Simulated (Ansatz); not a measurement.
The system is Si2Ni.

```
Ni Si
1.0
     0.00000    2.70300    2.70300
     2.70300    0.00000    2.70300
     2.70300    2.70300    0.00000
Ni Si
1 2
Cartesian
  0.0000 0.0000 0.0000
  4.0545 4.0545 4.0545
  1.3515 1.3515 1.3515
```

Base run:

| Quantity | Value |
| --- | --- |
| Program | Ansatz 0.2.0 |
| Functional | PBE |
| Potentials or basis | Ansatz PAW |
| Cutoff | 420 eV (not typed: the program's choice for these potentials) |
| k mesh | 7 × 7 × 7 |
| Occupations | fermi-dirac, width 0.05 eV |
| Spin | collinear spin, ferromagnetic start |
| Starting moments | [0.5, 0.0, 0.0] μB |
| Fixed moment | 0.5 μB |

Its results: pressure 4.5 GPa; site moments Ni +0.25; Si +0.07 μB.

Task: The run is repeated on the same cell with these changes: fixed moment from 0.5 μB to 0.2 μB; moments at the start from [0.5, 0.0, 0.0] to [0.2, 0.0, 0.0]. What comes out?

Result: Pressure 3.1 GPa; site moments Ni +0.12; Si +0.03 μB.

Caveats: the total moment is fixed, so each spin has its own Fermi level; the thresholds are loose for stress.
